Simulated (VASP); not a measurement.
# From one sheet to two: SnSe monolayer, part 2 of 2

What are the lattice, gap and band positions of SnSe monolayer, and what does a second sheet change?

VASP 6.6.1, plane waves and PAW; the level of theory is named at each step.

So far. Step 13 (A rigid stacking): Energy at zero smearing: -16.21889 eV.

## 14. A rigid stacking

Contents of INCAR:

```
SYSTEM = SnSe
PREC = Normal
ENCUT = 350
EDIFF = 1E-05
NELM = 120
ISMEAR = 0
SIGMA = 0.03
LREAL = .FALSE.
ALGO = Fast
GGA = MK
AGGAC = 0
LUSE_VDW = .TRUE.
PARAM1 = 0.1234
PARAM2 = 1
LASPH = .TRUE.
NBANDS = 28
LORBIT = 11
LWAVE = .FALSE.
LCHARG = .FALSE.
KPAR = 4
IDIPOL = 3
LDIPOL = .TRUE.
DIPOL = 0.5 0.5 0.5
```

Contents of POSCAR:

```
SnSe
1.0
    4.2966651116      0.0000000000      0.0000000000
    0.0000000000      4.2692738938      0.0000000000
    0.0000000000      0.0000000000     25.7242363672
Sn Se
4 4
Direct
    0.0751258500      0.0000000000      0.4397455400
    0.5751258500      0.5000000000      0.3304276900
    0.9248741500      0.5000000000      0.6695723100
    0.4248741500      0.0000000000      0.5602544600
    0.5448741500      0.5000000000      0.4359319400
    0.0448741500      0.0000000000      0.3342412900
    0.4551258500      0.0000000000      0.6657587100
    0.9551258500      0.5000000000      0.5640680600
```

Contents of KPOINTS:

```
Automatic mesh
0
Gamma
7 7 1
0 0 0
```

The projector-augmented-wave data sets are Sn and Se (PBE family, release 64).

On the command line:

```sh
$ mpirun -np 4 vasp_std
```

The job ended after 52 s (4 MPI ranks of AMD EPYC 9R45, shared host; peak memory 2.1 GiB; 3.4 min of CPU time).

Energy at zero smearing: -16.19305 eV.

## 15. A rigid stacking

INCAR is that of step 14.

Contents of POSCAR:

```
SnSe
1.0
    4.2966651116      0.0000000000      0.0000000000
    0.0000000000      4.2692738938      0.0000000000
    0.0000000000      0.0000000000     25.7242363672
Sn Se
4 4
Direct
    0.0751258500      0.0000000000      0.4397455400
    0.5751258500      0.5000000000      0.3304276900
    0.4248741500      0.5000000000      0.6695723100
    0.9248741500      0.0000000000      0.5602544600
    0.5448741500      0.5000000000      0.4359319400
    0.0448741500      0.0000000000      0.3342412900
    0.9551258500      0.0000000000      0.6657587100
    0.4551258500      0.5000000000      0.5640680600
```

KPOINTS is that of step 14.

On the command line:

```sh
$ mpirun -np 4 vasp_std
```

Run time: 49 s. Hardware: 4 MPI ranks; peak memory 2.1 GiB; 3.2 min of CPU time.

Energy at zero smearing: -15.92840 eV.

## 16. Relaxing the bilayer

The lowest stacking relaxes at the monolayer's lattice.

INCAR: that of step 15 with these lines changed.

```diff
@@ -3,3 +3,3 @@
 ENCUT = 350
-EDIFF = 1E-05
+EDIFF = 1E-07
 NELM = 120
@@ -20,2 +20,8 @@
 KPAR = 4
+IBRION = 2
+NSW = 70
+ISIF = 2
+EDIFFG = -0.004
+POTIM = 0.8
+MAXMIX = 40
 IDIPOL = 3
```

Contents of POSCAR:

```
SnSe
1.0
    4.2966651116      0.0000000000      0.0000000000
    0.0000000000      4.2692738938      0.0000000000
    0.0000000000      0.0000000000     25.7242363672
Sn Se
4 4
Direct
    0.0751258500      0.0000000000      0.4397455400
    0.5751258500      0.5000000000      0.3304276900
    0.0751258500      0.5000000000      0.6695723100
    0.5751258500      0.0000000000      0.5602544600
    0.5448741500      0.5000000000      0.4359319400
    0.0448741500      0.0000000000      0.3342412900
    0.5448741500      0.0000000000      0.6657587100
    0.0448741500      0.5000000000      0.5640680600
```

KPOINTS is that of step 15.

On the command line:

```sh
$ mpirun -np 4 vasp_std
```

It took 16 min on 4 MPI ranks; peak memory 2.2 GiB.

Relaxation path:

```tsv
step	energy less that of the first step (eV)	largest force (eV/Å)
1	0.0000	0.1836
2	-0.0041	0.0867
3	-0.0049	0.1016
4	-0.0067	0.0881
5	-0.0101	0.0741
6	-0.0090	0.1914
7	-0.0110	0.1216
8	-0.0122	0.1045
9	-0.0146	0.0516
10	-0.0129	0.1198
11	-0.0150	0.0264
12	-0.0150	0.0288
13	-0.0152	0.0270
14	-0.0156	0.0221
15	-0.0162	0.0176
16	-0.0158	0.0436
17	-0.0163	0.0236
18	-0.0164	0.0190
19	-0.0164	0.0086
20	-0.0165	0.0071
21	-0.0165	0.0092
22	-0.0165	0.0040
```

The atoms that moved most (Å):

```tsv
atom	dx	dy	dz	length
Sn4	0.033	0.000	-0.105	0.110
Sn1	0.033	0.000	0.105	0.110
Se7	-0.025	0.000	-0.087	0.091
Se6	-0.025	0.000	0.087	0.091
Se5	-0.022	0.000	0.019	0.030
Se8	-0.022	0.000	-0.019	0.030
Sn2	0.014	0.000	0.014	0.020
Sn3	0.014	0.000	-0.014	0.020
```

Final coordinates:

```xyz
8
Lattice="4.2967 0.0000 0.0000 0.0000 4.2693 0.0000 0.0000 0.0000 25.7242" Properties=species:S:1:pos:R:3
Sn    0.3563    0.0000   11.4169
Sn    2.4850    2.1346    8.5138
Sn    0.3367    2.1346   17.2105
Sn    2.5046    0.0000   14.3073
Se    2.3186    2.1346   11.2332
Se    0.1679    0.0000    8.6855
Se    2.3163    0.0000   17.0387
Se    0.1703    2.1346   14.4910
```

Numbers from this step:

- electronic cycles: 277
- free energy (TOTEN): -16.24 eV
- Fermi energy: -0.5859 eV
- gap on the k-mesh: 0.9756 eV
- least direct gap on the k-mesh: 1.076 eV

The run ended after 22 ionic steps, 0.017 eV below its first step, once the forces on the free atoms met EDIFFG = -0.004.

## 17. Levels and bands of the bilayer

The same static run as for one sheet shows what the neighbour does to the levels.

INCAR: that of step 16 with these lines changed.

```diff
@@ -3,3 +3,3 @@
 ENCUT = 350
-EDIFF = 1E-07
+EDIFF = 1E-06
 NELM = 120
@@ -20,8 +20,2 @@
 KPAR = 4
-IBRION = 2
-NSW = 70
-ISIF = 2
-EDIFFG = -0.004
-POTIM = 0.8
-MAXMIX = 40
 IDIPOL = 3
@@ -29 +23,4 @@
 DIPOL = 0.5 0.5 0.5
+LVHAR = .TRUE.
+LVACPOTAV = .TRUE.
+NEDOS = 1500
```

Contents of POSCAR:

```
SnSe
1.0
    4.2966651116      0.0000000000      0.0000000000
    0.0000000000      4.2692738938      0.0000000000
    0.0000000000      0.0000000000     25.7242363672
Sn Se
4 4
Direct
    0.0829193454      0.0000000000      0.4438204660
    0.5783578604      0.5000000000      0.3309635315
    0.0783578604      0.5000000000      0.6690364685
    0.5829193454      0.0000000000      0.5561795340
    0.5396382393      0.5000000000      0.4366781173
    0.0390845549      0.0000000000      0.3376386513
    0.5390845549      0.0000000000      0.6623613487
    0.0396382393      0.5000000000      0.5633218827
```

KPOINTS is that of step 16.

Contents of KPOINTS_OPT:

```
Line mode
14
Line-mode
Reciprocal
  0.00000000   0.00000000   0.00000000 GAMMA
 -0.50000000   0.00000000   0.00000000 X

 -0.50000000   0.00000000   0.00000000 X
 -0.50000000  -0.50000000   0.00000000 S

 -0.50000000  -0.50000000   0.00000000 S
  0.00000000  -0.50000000   0.00000000 Y

  0.00000000  -0.50000000   0.00000000 Y
  0.00000000   0.00000000   0.00000000 GAMMA

  0.00000000   0.00000000   0.00000000 GAMMA
 -0.50000000  -0.50000000   0.00000000 S
```

On the command line:

```sh
$ mpirun -np 4 vasp_std
```

It took 89 s on 4 MPI ranks; peak memory 2.1 GiB.

Numbers from this step:

| Property | Result |
| --- | --- |
| electronic cycles | 24 |
| Fermi energy | -0.6112 eV |
| least gap on mesh and path | 0.7911 eV |
| least direct gap on mesh and path | 0.7984 eV |
| vacuum levels | 3.815, 3.815 eV |
| ionisation potentials of the upper and lower face | 4.498, 4.498 eV |
| electron affinities of the upper and lower face | 3.707, 3.707 eV |

The electronic bands at the labelled points (eV, zero at the valence-band top; v1 is the highest filled band, c1 the lowest empty one):

```tsv
point	v4	v3	v2	v1	c1	c2	c3	c4
Γ	-1.75	-1.69	-0.50	-0.48	0.92	2.43	3.24	3.37
0.46 of the way	-1.12	-0.98	-0.62	-0.57	1.26	1.71	2.59	2.63
X	-0.70	-0.70	-0.23	-0.23	1.18	1.18	1.57	1.57
0.46 of the way	-1.66	-1.66	-1.18	-1.18	1.89	1.89	2.89	2.89
S	-1.77	-1.77	-1.69	-1.69	2.86	2.86	3.08	3.08
0.54 of the way	-1.65	-1.51	-1.29	-1.24	1.84	2.08	2.78	2.85
Y	-0.55	-0.43	-0.36	-0.35	1.22	1.36	1.36	1.38
0.54 of the way	-1.03	-1.02	-0.74	-0.57	1.17	2.15	2.32	2.47
Γ	-1.75	-1.69	-0.50	-0.48	0.92	2.43	3.24	3.37
0.54 of the way	-1.49	-1.47	-0.58	-0.37	1.16	1.72	2.45	2.48
S	-1.77	-1.77	-1.69	-1.69	2.86	2.86	3.08	3.08
```

Of the projections kept (Sn, Se), the largest for each band there; the rest of the weight can lie on other orbitals:

```tsv
point	v4	v3	v2	v1	c1	c2	c3	c4
Γ	Se 0.77	Se 0.77	Se 0.74	Se 0.72	Sn 0.93	Sn 0.77	Sn 0.72	Sn 0.65
X	Sn 0.60	Sn 0.60	Sn 0.51	Sn 0.51	Sn 0.72	Sn 0.72	Sn 0.61	Sn 0.61
S	Se 0.57	Se 0.57	Se 0.58	Se 0.58	Sn 0.68	Sn 0.68	Sn 0.76	Sn 0.76
Y	Sn 0.50	Sn 0.57	Sn 0.58	Sn 0.65	Sn 0.82	Sn 0.75	Sn 0.77	Sn 0.63
Γ	Se 0.77	Se 0.77	Se 0.74	Se 0.72	Sn 0.93	Sn 0.77	Sn 0.72	Sn 0.65
S	Se 0.57	Se 0.57	Se 0.58	Se 0.58	Sn 0.68	Sn 0.68	Sn 0.76	Sn 0.76
```

The planar average of the electrostatic potential oscillates, so the rows of the table below give means over windows of 1 Å about each position, cut where the curve ends. Its maxima inside the range that stand out by 2 % of the span (Å: eV): 10.0: 2.28, 12.9: 2.92, 15.8: 2.28. Its minima: 8.6: -10.9, 11.4: -11.0, 14.4: -11.0, 17.1: -10.9.

Zero at the Fermi level. Planar average of the electrostatic potential against height; means over each step:

height (Å), planar average of the electrostatic potential (eV) and a bar from the least value:
```
        0        4.4 ##############################
        1        4.4 ##############################
        2        4.4 ##############################
        3        4.4 ##############################
        4        4.4 ##############################
        5        4.4 ##############################
        6        4.4 ##############################
        7        3.4 ############################
        8       -5.3 #########
        9       -7.9 ####
       10        1.0 #######################
       11       -8.6 ##
       12       -4.4 ###########
       13        1.9 #########################
       14       -7.5 #####
       15       -5.7 #########
       16        0.1 #####################
       17       -9.7 
       18       -1.8 #################
       19        4.0 #############################
       20        4.4 ##############################
       21        4.4 ##############################
       22        4.4 ##############################
       23        4.4 ##############################
       24        4.4 ##############################
       25        4.4 ##############################
```

Density of states in the PAW spheres, an atom over height of the layer and energy from the Fermi level.

Values in states/eV, 22 rows by 8 columns, each cell a mean:
```
0.00 0.00 0.00 0.00 0.00 0.00 0.00 0.00
0.04 0.05 0.03 0.02 0.02 0.03 0.05 0.04
0.25 0.34 0.30 0.23 0.23 0.30 0.34 0.25
0.51 0.69 0.67 0.51 0.51 0.67 0.69 0.51
0.26 0.24 0.26 0.27 0.27 0.26 0.24 0.26
0.35 0.89 0.78 0.41 0.41 0.78 0.89 0.35
0.36 0.61 0.73 0.32 0.32 0.73 0.61 0.36
0.49 0.72 0.75 0.33 0.33 0.75 0.72 0.49
0.34 0.60 0.47 0.33 0.33 0.47 0.60 0.34
0.32 0.51 0.44 0.34 0.34 0.44 0.51 0.32
0.29 0.40 0.48 0.37 0.37 0.48 0.40 0.29
0.18 0.23 0.26 0.23 0.23 0.26 0.23 0.18
0.20 0.21 0.25 0.25 0.25 0.25 0.21 0.20
0.07 0.07 0.09 0.09 0.09 0.09 0.07 0.07
0.05 0.04 0.04 0.05 0.05 0.04 0.04 0.05
0.09 0.04 0.04 0.08 0.08 0.04 0.04 0.09
0.17 0.07 0.07 0.13 0.13 0.07 0.07 0.17
0.30 0.10 0.10 0.36 0.36 0.10 0.10 0.30
0.97 0.21 0.20 0.72 0.72 0.20 0.21 0.97
1.07 0.19 0.20 0.82 0.82 0.20 0.19 1.07
0.39 0.08 0.12 0.63 0.63 0.12 0.08 0.39
0.06 0.02 0.04 0.27 0.27 0.04 0.02 0.06
```
Columns: height of the layer (Å) from 8.5 to 17.2 (not evenly spaced); rows upwards: energy from the Fermi level (eV) from -7.9 to 0.5.

The map of layer states is cut here 0.5 eV above the Fermi level, so it leaves out the states above that.

The vacuum level lies 4.50 eV above the highest filled level at the upper face; both faces agree, as the slab has next to no dipole.

The program found no field-free point at its default tolerance, but its printed level agrees with the flat part of the planar average.

## 18. Putting the energies together

This step: monolayer and bilayer, optB86b-vdW; plane waves and PAW (VASP 6.6.1).

Derived from the runs above.

Numbers from this step:

```
polarisability per area of the slab or monolayer : 0.4409 Å
gap with spin orbit                              : 0.8525 eV
binding energy                                   : -35.14 meV/Å²
interlayer gap                                   : 2.890 Å
bilayer gap                                      : 0.7911 eV
bilayer level below vacuum                       : 4.498 eV
lattice a                                        : 4.297 Å
lattice b                                        : 4.269 Å
thickness                                        : 2.812 Å
monolayer gap                                    : 0.9191 eV
ionisation potential at the upper face           : 4.408 eV
```

VASP counts both for electrons: a positive EFIELD is a field along -c, and a positive dipole, in electrons times A, points along -c. Field, by row:

```tsv
EFIELD (eV/Å)	dipole along z of the monolayer (e Å)	energy change of the monolayer (eV)
-0.1	-0.05616	-0.002809
0	0	0
0.1	0.05616	-0.002809
```

Rigid sheets, 3.1 Å apart. Stackings, by row:

```tsv
stacking	energy above the lowest (meV/Å²)
same orientation, shift 0.00 0.50	0
turned by 180 degrees, shift 0.50 0.00	0.2107
same orientation, shift 0.50 0.00	0.2378
turned by 180 degrees, shift 0.00 0.50	1.619
same orientation, shift 0.00 0.00	7.411
turned by 180 degrees, shift 0.00 0.00	7.818
turned by 180 degrees, shift 0.50 0.50	16.05
same orientation, shift 0.50 0.50	20.5
```

The polarisability is the slope of the dipole against the field, as a volume for each unit of area.

## 19. Summary of results

```yaml
lattice_a: 4.30 Å
monolayer_gap: 0.919 eV
gap_with_spin_orbit: 0.853 eV
binding_energy: -35.1 meV/Å²
interlayer_gap: 2.89 Å
bilayer_gap: 0.791 eV
polarisability_per_area_of_the_slab_or_monolayer: 0.441 Å
```

What this shows: The monolayer relaxes to a = 4.297 Å and b = 4.269 Å and has a gap of 0.92 eV (0.85 eV with spin-orbit coupling). The ionisation potential is 4.41 eV at both faces. Of 8 rigid stackings the lowest has the upper sheet in the same orientation and shifted by (0.00, 0.50) in cell vectors, and the highest lies 20.5 meV/Å² above it. Relaxed, the sheets lie 2.89 Å apart and bind by 35.1 meV/Å². The next stacking lies close, and only the lowest was relaxed, so the order could change. The second sheet narrows the gap, to 0.79 eV. All runs are without spin polarisation. The bilayer keeps the monolayer's lattice, and only high-symmetry stackings were tried. Semilocal gaps are too small. Levels against the vacuum, binding and the bilayer's gap are without spin-orbit coupling.

[Lines on the potential files, build, host, timing and source positions are cut from VASP's logs without a mark.]

[Logs are printed without paths, hosts, clocks, repeated set-up lines and the standing remarks that a program may print on its own settings, such as how far it seeks lower states.]

[Hosts, paths, dates, database ids (printed as entryN), source tags and the programs' standing remarks are cut or masked in the printed files.]

[Runs that stopped without an error message from VASP are left out.]
